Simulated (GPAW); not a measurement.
A run of GPAW 26.7.0 is set up as follows.

Contents of run.py:

```python
from ase.dft.bandgap import bandgap
from ase.io import read, write
from ase.units import GPa
from gpaw import GPAW, PW

atoms = read('POSCAR')

calc = GPAW(mode=PW(500),
            xc='PBE',
            kpts={'size': (9, 9, 5), 'gamma': True},
            occupations={'name': 'fermi-dirac', 'width': 0.05},
            nbands=29,
            convergence={'density': 1e-05, 'energy': 1e-05},
            maxiter=80,
            txt='gpaw.txt')
atoms.calc = calc
energy = atoms.get_potential_energy()
forces = atoms.get_forces()
stress = atoms.get_stress()
calc.write('gs.gpw')
write('result.traj', atoms)
print(f'Energy: {energy:.6f} eV')
print('Forces (eV/A):')
print(forces.round(4))
print('Stress (GPa):', (stress / GPa).round(3))
print('Fermi level:', round(calc.get_fermi_level(), 4), 'eV')
print(f'Gap: {bandgap(calc)[0]:.4f} eV, direct: {bandgap(calc, direct=True)[0]:.4f} eV')
```

File POSCAR:

```
Ru
1.0
    2.7058000000      0.0000000000      0.0000000000
   -1.3529000000      2.3432915376      0.0000000000
    0.0000000000      0.0000000000      4.2819000000
Ru
2
Direct
    0.6666666667      0.3333333333      0.7500000000
    0.3333333333      0.6666666667      0.2500000000
```

Potentials or basis: GPAW PAW data sets (gpaw-data 1.2.1), pw.

Run with:

```bash
$ OMP_NUM_THREADS=1 python run.py
```

Question: Predict the band gap on the k mesh.

Answer: None (metal or under the smearing width).

Question: Estimate the pressure.

Answer: 2.6 GPa.

Stress tensor (GPa, compression positive):
```
2.63 0.00 0.00
0.00 2.63 0.00
0.00 0.00 2.52
```

Caveat: the cutoff is short for stress and forces, so pressures can be off by a GPa or more.
